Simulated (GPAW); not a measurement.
Runs of GPAW 26.7.0 on Ga. Symmetry: Cmcm, No. 63, orthorhombic system. Conventional cell: a = 7.634 Å, b = 4.653 Å, c = 4.488 Å, α = 90.00°, β = 90.00°, γ = 90.00°. Around Ga (site symmetry m) lie 7 Ga at 2.48 to 2.76 Å. This isn't the form of Ga at room conditions, which is orthorhombic.

| level | gap on the mesh (eV) | pressure (GPa) | relaxed volume (Å³/atom) | largest force (eV/Å) |
| --- | --- | --- | --- | --- |
| PBEsol+D3(BJ)+ATM | none | 0.0 | 19.24 | - |
| PBEsol+D3 | none | 0.0 | (b) | 0.01 |
| PBEsol | none | 0.0 | 20.00 | 0.01 |
| PBEsol+D3(BJ) | none | 0.0 | 19.17 | - |
| PBEsol+D4 | none | 0.0 | (a) | - |

Alike in all rows: task relaxation of cell and atoms; potentials or basis PAW data sets generated in the run's folder for this functional, pw; no spin polarisation; cell relaxed; k mesh 6 × 6 × 5; cutoff (eV) 600; smearing fermi-dirac 0.05 eV.

Task: Fill in the values left out.

Result: (a) 19.26; (b) 19.61.

Caveats: later steps reuse the first step's grids; pairwise dispersion overbinds metals, which lowers pressure and volume (some runs).

A k mesh can miss the band edges, and the runs leave out spin-orbit coupling on Ga.

A gap of «none» marks a metal or a gap under the smearing width.
